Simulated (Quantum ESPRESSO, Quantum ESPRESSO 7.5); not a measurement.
**AlP(110), H on both faces: a series in the number of layers**

What law, if any, do the results for AlP(110), H on both faces follow against the number of layers?

Main program and level: Quantum ESPRESSO 7.5; plane-wave DFT, PBE, GBRV ultrasoft pseudopotentials.

The structure was built from a prototype and need not be the compound's stable phase.

**1. The structure**

The structure is cubic, space group F-43m (No. 216). Conventional cell: a = 5.510 Å, b = 5.510 Å, c = 5.510 Å, α = 90.00°, β = 90.00°, γ = 90.00°. Nearest to Al lie 4 P at 2.39 Å. P has 4 Al at 2.39 Å nearest. Farther neighbours are not listed.

Set-up: All atoms relax in a periodic cell with 16 Å of vacuum in the starting cell; runs with a sawtooth field of 0 and 0.1 V/Å and a dipole correction follow on the relaxed atoms, and bands along a path. Fermi-Dirac smearing of 0.002 Ry. The slabs take the lattice constants of the bulk relaxed by the same program.

Members 5, 6, 7 and 8 took the same steps and show in the table alone.

**2. Relaxing cell and ions of the reference**

The bulk crystal is relaxed in cell and atoms; the members are built on its lattice constants.

ref.vc.in

```
&control
  prefix = 'ref.vc'
  outdir = './out'
  pseudo_dir = './pseudo'
  nstep = 40
  forc_conv_thr = 0.0003
  calculation = 'vc-relax'
/
&system
  ibrav = 0
  nat = 4
  ntyp = 2
  ecutwfc = 50
  ecutrho = 250
  occupations = 'smearing'
  smearing = 'fd'
  degauss = 0.002
/
&electrons
  conv_thr = 1e-09
  mixing_beta = 0.4
  electron_maxstep = 120
/
&ions
/
&cell
  press_conv_thr = 0.3
/
ATOMIC_SPECIES
  Al  26.9815  al_pbe_v1.uspp.F.UPF
  P   30.9738  p_pbe_v1.5.uspp.F.UPF
CELL_PARAMETERS angstrom
  5.51000000000000 0.00000000000000 0.00000000000000
  0.00000000000000 3.89615836433788 0.00000000000000
  0.00000000000000 0.00000000000000 3.89615836433788
ATOMIC_POSITIONS crystal
  Al  0.000000000000 0.000000000000 0.000000000000
  P   0.250000000000 0.500000000000 0.000000000000
  Al  0.500000000000 0.500000000000 0.500000000000
  P   0.750000000000 0.000000000000 0.500000000000
K_POINTS automatic
  4 6 6 0 0 0
```

The run is started by

```bash
OMP_NUM_THREADS=1 mpirun -n 4 pw.x -nk 4 -in ref.vc.in > ref.vc.out
```

Log:

```text
Program PWSCF v.7.5 starts
[citation notice left out]

     Parallel version (MPI & OpenMP), running on       4 processor cores
     Number of MPI processes:                 4
     Threads/MPI process:                     1

     MPI processes distributed on     1 nodes
[...]
Current dimensions of program PWSCF are:
     Max number of different atomic species (ntypx) = 10
     Max number of k-points (npk) =  40000
     Max angular momentum in pseudopotentials (lmaxx) =  4
     Found identity + ( -0.5000 -0.5000 -0.5000) symmetry
     This is a supercell, fractional translations are disabled
     Message from routine setup:
     using ibrav=0 with symmetry is DISCOURAGED, use correct ibrav instead

     K-points division:     npool     =       4
     Subspace diagonalization in iterative solution of the eigenvalue problem:
     a serial algorithm will be used

     G-vector sticks info
     --------------------
     sticks:   dense  smooth     PW     G-vecs:    dense   smooth      PW
     Sum        1533    1223    367                37729    27083    4429

     Using Slab Decomposition

     bravais-lattice index     =            0
     lattice parameter (alat)  =      10.4124  a.u.
     unit-cell volume          =     564.4447 (a.u.)^3
     number of atoms/cell      =            4
     number of atomic types    =            2
     number of electrons       =        16.00
     number of Kohn-Sham states=           12
     kinetic-energy cutoff     =      50.0000  Ry
     charge density cutoff     =     250.0000  Ry
     scf convergence threshold =      1.0E-09
     mixing beta               =       0.4000
     number of iterations used =            8  plain     mixing
     energy convergence thresh.=      1.0E-04
     force convergence thresh. =      3.0E-04
     press convergence thresh. =      3.0E-01
     Exchange-correlation=  SLA  PW   PBX  PBC
                           (   1   4   3   4   0   0   0)
     nstep                     =           40

     celldm(1)=  10.412391  celldm(2)=   0.000000  celldm(3)=   0.000000
     celldm(4)=   0.000000  celldm(5)=   0.000000  celldm(6)=   0.000000

     crystal axes: (cart. coord. in units of alat)
               a(1) = (   1.000000   0.000000   0.000000 )
               a(2) = (   0.000000   0.707107   0.000000 )
               a(3) = (   0.000000   0.000000   0.707107 )

     reciprocal axes: (cart. coord. in units 2 pi/alat)
               b(1) = (  1.000000  0.000000  0.000000 )
               b(2) = (  0.000000  1.414214  0.000000 )
               b(3) = (  0.000000  0.000000  1.414214 )

     PseudoPot. # 1 for Al read from file:
     ./pseudo/al_pbe_v1.uspp.F.UPF
     Pseudo is Ultrasoft + core correction, Zval =  3.0
     Generated by new atomic code, or converted to UPF format
     Using radial grid of  893 points,  3 beta functions with:
                l(1) =   0
                l(2) =   1
                l(3) =   2
     Q(r) pseudized with  8 coefficients,  rinner =    0.900   0.900   0.900
                                                       0.900   0.900

     PseudoPot. # 2 for P  read from file:
     ./pseudo/p_pbe_v1.5.uspp.F.UPF
     Pseudo is Ultrasoft + core correction, Zval =  5.0
     Generated by new atomic code, or converted to UPF format
     Using radial grid of  903 points,  6 beta functions with:
                l(1) =   0
                l(2) =   0
                l(3) =   1
                l(4) =   1
                l(5) =   2
                l(6) =   2
     Q(r) pseudized with  8 coefficients,  rinner =    1.300   1.300   1.300
                                                       1.300   1.300

     atomic species   valence    mass     pseudopotential
     Al                3.00    26.98150     Al( 1.00)
     P                 5.00    30.97380     P ( 1.00)

      8 Sym. Ops. (no inversion) found

   Cartesian axes

     site n.     atom                  positions (alat units)
         1        Al     tau(   1) = (   0.0000000   0.0000000   0.0000000  )
         2        P      tau(   2) = (   0.2500000   0.3535534   0.0000000  )
         3        Al     tau(   3) = (   0.5000000   0.3535534   0.3535534  )
         4        P      tau(   4) = (   0.7500000   0.0000000   0.3535534  )

     number of k points=    30  Fermi-Dirac smearing, width (Ry)=  0.0020
                       cart. coord. in units 2pi/alat
        k(    1) = (   0.0000000   0.0000000   0.0000000), wk =   0.0138889
        k(    2) = (   0.0000000   0.0000000   0.2357023), wk =   0.0555556
        k(    3) = (   0.0000000   0.0000000   0.4714045), wk =   0.0555556
        k(    4) = (   0.0000000   0.0000000  -0.7071068), wk =   0.0277778
        k(    5) = (   0.0000000   0.2357023   0.2357023), wk =   0.0555556
        k(    6) = (   0.0000000   0.2357023   0.4714045), wk =   0.1111111
        k(    7) = (   0.0000000   0.2357023  -0.7071068), wk =   0.0555556
        k(    8) = (   0.0000000   0.4714045   0.4714045), wk =   0.0555556
        k(    9) = (   0.0000000   0.4714045  -0.7071068), wk =   0.0555556
        k(   10) = (   0.0000000  -0.7071068  -0.7071068), wk =   0.0138889
[...]
k(   30) = (  -0.5000000  -0.7071068  -0.7071068), wk =   0.0138889

     Dense  grid:    37729 G-vectors     FFT dimensions: (  54,  40,  40)

     Smooth grid:    27083 G-vectors     FFT dimensions: (  48,  36,  36)

     Estimated max dynamical RAM per process >      65.24 MB

     Estimated total dynamical RAM >     233.34 MB

     Initial potential from superposition of free atoms

     starting charge      15.9947, renormalised to      16.0000
     Starting wfcs are   16 randomized atomic wfcs

     total cpu time spent up to now is        1.0 secs

     per-process dynamical memory:    36.0 Mb

     Self-consistent Calculation

     iteration #  1     ecut=    50.00 Ry     beta= 0.40
     Davidson diagonalization with overlap
     ethr =  1.00E-02,  avg # of iterations =  3.6

     total cpu time spent up to now is        1.6 secs

     total energy              =     -44.61749069 Ry
     estimated scf accuracy    <       0.18208876 Ry

     iteration #  2     ecut=    50.00 Ry     beta= 0.40
[...]
total energy              =     -44.63298215 Ry
     estimated scf accuracy    <       0.02664641 Ry

     iteration #  3     ecut=    50.00 Ry     beta= 0.40
[...]
total energy              =     -44.63499591 Ry
     estimated scf accuracy    <       0.00440879 Ry

[...]
density =      2.30630 g/cm^3

CELL_PARAMETERS (angstrom)
   5.504168125   0.000000000   0.000000000
   0.000000000   3.893880029   0.000000000
   0.000000000   0.000000000   3.893880029

ATOMIC_POSITIONS (crystal)
Al               0.0000000000        0.0000000000        0.0000000000
P                0.2500000424        0.5000000000       -0.0000000000
Al               0.5000000000        0.5000000000        0.5000000000
P                0.7499999576        0.0000000000        0.5000000000

[...]
NEW-OLD atomic charge density approx. for the potential
     New effective cutoffs (rho, wfc):  250.32   50.09

     total cpu time spent up to now is       10.4 secs

     per-process dynamical memory:    75.6 Mb

     Self-consistent Calculation

     iteration #  1     ecut=    50.00 Ry     beta= 0.40
     Davidson diagonalization with overlap
     ethr =  1.00E-06,  avg # of iterations =  2.0

     Threshold (ethr) on eigenvalues was too large:
     Diagonalizing with lowered threshold

     Davidson diagonalization with overlap
     ethr =  9.52E-10,  avg # of iterations =  3.1

     total cpu time spent up to now is       11.6 secs

     total energy              =     -44.63534036 Ry
     estimated scf accuracy    <       0.00000011 Ry

[...]
iteration #  5     ecut=    50.00 Ry     beta= 0.40
[...]
End of self-consistent calculation

[...]
the Fermi energy is     5.5336 ev

!    total energy              =     -44.63534037 Ry
     estimated scf accuracy    <          4.0E-12 Ry
     smearing contrib. (-TS)   =      -0.00000000 Ry
     internal energy E=F+TS    =     -44.63534037 Ry

     The total energy is F=E-TS. E is the sum of the following terms:
     one-electron contribution =       6.61870377 Ry
     hartree contribution      =       3.77977431 Ry
     xc contribution           =     -20.44481107 Ry
     ewald contribution        =     -34.58900738 Ry

     convergence has been achieved in   5 iterations

     Forces acting on atoms (cartesian axes, Ry/au):

     atom    1 type  1   force =     0.00000000    0.00000000    0.00000000
     atom    2 type  2   force =    -0.00000013    0.00000000    0.00000000
     atom    3 type  1   force =     0.00000000    0.00000000    0.00000000
     atom    4 type  2   force =     0.00000013    0.00000000    0.00000000

     Total force =     0.000000     Total SCF correction =     0.000000

     Computing stress (Cartesian axis) and pressure

          total   stress  (Ry/bohr**3)                   (kbar)     P=       -0.05
  -0.00000317   0.00000000   0.00000000           -0.47        0.00        0.00
   0.00000000   0.00000106  -0.00000000            0.00        0.16       -0.00
   0.00000000  -0.00000000   0.00000106            0.00       -0.00        0.16

     Energy error            =      3.4E-06 Ry
     Gradient error          =      1.3E-07 Ry/Bohr
     Cell gradient error     =      4.7E-01 kbar

     number of scf cycles    =   3
     number of bfgs steps    =   2

     enthalpy           old  =     -44.6353369758 Ry
     enthalpy           new  =     -44.6353403692 Ry

     CASE: enthalpy          _new < enthalpy          _old

     new trust radius        =       0.0007492913 bohr
     new conv_thr            =            1.0E-11 Ry

     new unit-cell volume =    563.09359 a.u.^3 (    83.44186 Ang^3 )
     density =      2.30668 g/cm^3

CELL_PARAMETERS (angstrom)
   5.503299193   0.000000000   0.000000000
   0.000000000   3.893860877   0.000000000
   0.000000000   0.000000000   3.893860877

ATOMIC_POSITIONS (crystal)
Al               0.0000000000        0.0000000000        0.0000000000
P                0.2500000314        0.5000000000       -0.0000000000
Al               0.5000000000        0.5000000000        0.5000000000
P                0.7499999686        0.0000000000        0.5000000000

[...]
NEW-OLD atomic charge density approx. for the potential
     New effective cutoffs (rho, wfc):  250.40   50.11

     total cpu time spent up to now is       14.5 secs

     per-process dynamical memory:    75.6 Mb

[...]
!    total energy              =     -44.63534058 Ry
[...]
Total force =     0.000000     Total SCF correction =     0.000000
[...]
Self-consistent Calculation

     iteration #  1     ecut=    50.00 Ry     beta= 0.40
     Davidson diagonalization with overlap
     c_bands:  1 eigenvalues not converged
     c_bands:  2 eigenvalues not converged
     c_bands:  2 eigenvalues not converged
     ethr =  1.00E-06,  avg # of iterations = 17.4

     total cpu time spent up to now is       20.2 secs

     total energy              =     -44.62095049 Ry
     estimated scf accuracy    <       0.18671843 Ry

[...]
iteration # 12     ecut=    50.00 Ry     beta= 0.40
[...]
End of self-consistent calculation

          k = 0.0000 0.0000 0.0000 (  3371 PWs)   bands (ev):

    -6.6083  -4.3429  -0.4618   2.7065   2.7065   4.7781   4.7781   4.7808
     6.4065   7.2426   7.8404   9.2834

          k = 0.0000-0.0000 0.2358 (  3383 PWs)   bands (ev):

    -6.4097  -4.3356  -0.3229   1.8756   2.8720   3.5181   4.3089   4.7232
     6.9142   8.5097   8.5762   9.2914

          k = 0.0000-0.0000 0.4717 (  3360 PWs)   bands (ev):

    -5.8533  -4.5035  -0.0677   1.3383   1.7529   3.1893   3.3295   4.4686
     7.6101   8.9798   9.7542  10.0207

          k = 0.0000 0.0000-0.7075 (  3364 PWs)   bands (ev):

    -5.0978  -5.0978   0.4790   0.4790   2.0135   2.0135   3.9431   3.9431
     8.5025   8.5025  10.8038  10.8041

          k = 0.0000 0.2358 0.2358 (  3354 PWs)   bands (ev):

    -6.2140  -4.3087  -0.2107   1.9375   2.1694   3.0728   4.0474   4.0491
     8.1040   8.3315   9.0343   9.2873

          k = 0.0000 0.2358 0.4717 (  3357 PWs)   bands (ev):

    -5.6688  -4.4150  -0.0570   1.5139   1.5870   2.5730   3.2165   3.7187
     8.0983   8.8493   9.1623  10.3237

[...]
the Fermi energy is     5.4648 ev

!    total energy              =     -44.63534035 Ry
     estimated scf accuracy    <          1.1E-12 Ry
     smearing contrib. (-TS)   =      -0.00000000 Ry
     internal energy E=F+TS    =     -44.63534035 Ry

     The total energy is F=E-TS. E is the sum of the following terms:
     one-electron contribution =       6.62145870 Ry
     hartree contribution      =       3.77931174 Ry
     xc contribution           =     -20.44516885 Ry
     ewald contribution        =     -34.59094195 Ry

     convergence has been achieved in  12 iterations

     Forces acting on atoms (cartesian axes, Ry/au):

     atom    1 type  1   force =     0.00000000    0.00000000    0.00000000
     atom    2 type  2   force =    -0.00000009    0.00000000    0.00000000
     atom    3 type  1   force =     0.00000000    0.00000000    0.00000000
     atom    4 type  2   force =     0.00000009    0.00000000    0.00000000

     Total force =     0.000000     Total SCF correction =     0.000000
     SCF correction compared to forces is large: reduce conv_thr to get better values

     Computing stress (Cartesian axis) and pressure

          total   stress  (Ry/bohr**3)                   (kbar)     P=        0.09
  -0.00000178   0.00000000   0.00000000           -0.26        0.00        0.00
   0.00000000   0.00000178   0.00000000            0.00        0.26        0.00
   0.00000000   0.00000000   0.00000178            0.00        0.00        0.26

[...]
=------------------------------------------------------------------------------=
   JOB DONE.
=------------------------------------------------------------------------------=
```

The job ended after 28 s (4 MPI ranks of Arm Neoverse V1, shared host; peak memory 0.39 GiB).

Relaxation path:

```
step  energy less that of the first step (eV)  largest force (eV/Å)  volume (Å³)
   1                                   0.0000                0.0000        83.64
   2                                  -0.0001                0.0000        83.56
   3                                  -0.0001                0.0000        83.46
   4                                  -0.0001                0.0000        83.44
   5                                  -0.0001                0.0000        83.44
```

```
     cell as run  before  after  change
           a (Å)   5.510  5.503  -0.1 %
           b (Å)   3.896  3.894  -0.1 %
           c (Å)   3.896  3.894  -0.1 %
volume (Å³/atom)   20.91  20.86  -0.2 %
```

Final coordinates:

```xyz
4
Lattice="5.5033 0.0000 0.0000 0.0000 3.8939 0.0000 0.0000 0.0000 3.8939" Properties=species:S:1:pos:R:3 pbc="T T T"
Al    0.0000    0.0000    0.0000
P     1.3758    1.9469    0.0000
Al    2.7516    1.9469    1.9469
P     4.1275    0.0000    1.9469
```

 The last row is no step: it is a fresh SCF in the final cell with a new plane-wave basis, +0 meV from the row before.

Read from the output:

- free energy: -607.2947 eV
- Fermi energy: 5.465 eV

(Part 1 of 12 ends here.)

[Logs are printed without paths, hosts, clocks, repeated set-up lines and the standing remarks that a program may print on its own settings, such as how far it seeks lower states.]

[Hosts, paths, dates, database ids (printed as entryN), source tags and the programs' standing remarks are cut or masked in the printed files.]

[Maps of the electrostatic potential energy from Ansatz leave out the sawtooth potential of an applied field or a dipole correction, so their vacuum need not be flat; planar profiles and work functions include it.]
